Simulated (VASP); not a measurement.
Here is a VASP 6.6.1 calculation.

The input INCAR:

```
PREC = Accurate
ENCUT = 600
EDIFF = 1E-6
ISMEAR = -1
SIGMA = 0.05
LREAL = F
LASPH = T
NELM = 60
ALGO = Normal
ISIF = 3
LWAVE = F
LCHARG = F
GGA = PS
IVDW = 12
IBRION = 2
NSW = 60
EDIFFG = -0.005
```

The input KPOINTS:

```
Automatic mesh
0
Gamma
  6 6 6
```

Contents of POSCAR:

```
MgB2
1.0
    0.0000000000      2.9936400000      2.9936400000
    2.9936400000      0.0000000000      2.9936400000
    2.9936400000      2.9936400000      0.0000000000
Mg B
2 4
Direct
    0.0000000000      0.0000000000      0.0000000000
    0.2500000000      0.2500000000      0.2500000000
    0.6250000000      0.1250000000      0.6250000000
    0.6250000000      0.6250000000      0.1250000000
    0.1250000000      0.6250000000      0.6250000000
    0.6250000000      0.6250000000      0.6250000000
```

Potentials or basis: VASP PAW PBE potentials, release 64 (Mg, B).

Launch:

```bash
$ cat potpaw_PBE.64/Mg/POTCAR potpaw_PBE.64/B/POTCAR > POTCAR
$ mpirun -np 1 vasp_std > vasp.out
```

Predict the relaxed cell.

a = 4.163 Å, b = 4.163 Å, c = 4.163 Å, α = 60.00°, β = 60.00°, γ = 60.00°.

What does it give for the band gap on the k mesh?

None (metal or under the smearing width).

Final structure:
```yaml
crystal:
  lattice:
    - [0.00000, 2.94359, 2.94359]
    - [2.94359, 0.00000, 2.94359]
    - [2.94359, 2.94359, 0.00000]
  atoms:
    - { symbol: Mg, position: [0.00000, 0.00000, 0.00000] }
    - { symbol: Mg, position: [0.25000, 0.25000, 0.25000] }
    - { symbol: B, position: [0.62500, 0.12500, 0.62500] }
    - { symbol: B, position: [0.62500, 0.62500, 0.12500] }
    - { symbol: B, position: [0.12500, 0.62500, 0.62500] }
    - { symbol: B, position: [0.62500, 0.62500, 0.62500] }
```
